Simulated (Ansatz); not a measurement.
**Zr: one contact scaled**

One table from this session's results is given with a row withheld; the runs are named, their logs left out.

Method: DFT PBE, with the methods named in each step, in Ansatz 0.2.0.

## The structure to begin with

The structure is cubic, space group Fd-3m (No. 227). The conventional cell has a = 6.162 Å, b = 6.162 Å, c = 6.162 Å, α = 90.00°, β = 90.00°, γ = 90.00°. Zr (site symmetry -43m) has 4 Zr at 2.67 Å in its first shell of neighbours.

Structure file:

```cif
data_structure
_symmetry_space_group_name_H-M 'Fd-3m:1'
_symmetry_Int_Tables_number 227
_cell_length_a 6.1624
_cell_length_b 6.1624
_cell_length_c 6.1624
_cell_angle_alpha 90.000
_cell_angle_beta 90.000
_cell_angle_gamma 90.000
_cell_volume 234.02
loop_
_atom_site_label
_atom_site_type_symbol
_atom_site_symmetry_multiplicity
_atom_site_Wyckoff_symbol
_atom_site_fract_x
_atom_site_fract_y
_atom_site_fract_z
_atom_site_occupancy
Zr1 Zr 8 b 0.00000 0.50000 0.00000 1
```

The file gives the conventional cell by its symmetry; the runs use the cell typed in the input.

Atoms are numbered in the order of the input: Zr1, Zr2.

Set-up of the first run:

The input, input.yaml:

```yaml
crystal:
  lattice:
    - [0.0, 3.0812078526, 3.0812078526]
    - [3.0812078526, 0.0, 3.0812078526]
    - [3.0812078526, 3.0812078526, 0.0]
  atoms:
    - { symbol: Zr, position: [-0.125, -0.125, -0.125] }
    - { symbol: Zr, position: [0.125, 0.125, 0.125] }
kpoints:
  mp_grid: { grid: [9, 9, 9] }
scf:
  occupations: { method: fermi_dirac, width: 0.05 }
hamiltonian:
  xc: pbe
  pseudopotentials: { kind: all_electron, lapw: { basis_error: 0.001 } }
output:
  forces: true
  stress: true
  eigenvalues: true
  populations: true
```

On the command line:

```console
> ansatz run input.yaml --threads 1 --pin off --max-ram 2048MiB --backend cpu --events-out ev --progress --plain --runs-dir out
```

Steps of the session up to this table: The bond as given, LAPW; Shortest bond scaled by 1, norm-conserving; Shortest bond scaled by 1.1, LAPW; Shortest bond scaled by 0.82, LAPW; Shortest bond scaled by 0.7, LAPW; Shortest bond scaled by 0.7, norm-conserving; Shortest bond scaled by 0.64, LAPW; Shortest bond scaled by 0.64, crystal datasets.

One of the session's tables, all rows but one given; the rest of the session is left out.

```
             method  length (Å)  F from the given length (eV/cell)  force along the bond (eV/Å)  pressure (GPa)  largest force (eV/Å)
               LAPW       1.708                              7.610                       42.923           63.13                42.923
               LAPW       1.868                              2.779                       19.755           31.66                19.755
               LAPW       2.188                             -0.021                        2.062            7.00                 2.062
               LAPW       2.668                              0.000                        0.000            2.24                 0.000
               LAPW       2.935                             -0.048                        0.344            2.54                 0.344
                PAW       1.708                              7.588                       43.311           63.68                43.311
                PAW       1.868                              2.760                       19.618           31.40                19.618
                PAW       2.188                             -0.023                        2.053            6.97                 2.053
                PAW       2.668                              0.000                        0.000            2.22                 0.000
                PAW       2.935                             -0.048                        0.345            2.52                 0.345
PAW (cutoff 800 eV)       1.708                                  –                       43.284           63.63                43.284
   crystal datasets       1.708                                  –                       42.925           63.12                42.925
    norm-conserving       1.868                                  ?                            ?               ?                     ?
    norm-conserving       2.668                              0.000                        0.000            2.25                 0.000
```

Q: Estimate the row for norm-conserving, 1.868 from the others.

The run gave: F from the given length (eV/cell): 2.795; force along the bond (eV/Å): 19.816; pressure (GPa): 31.71; largest force (eV/Å): 19.816.

To keep in mind: Rows by PAW come from runs of the same series that aren't printed here. Warnings in the runs' records: crystal datasets made, gradients without spin orbit.
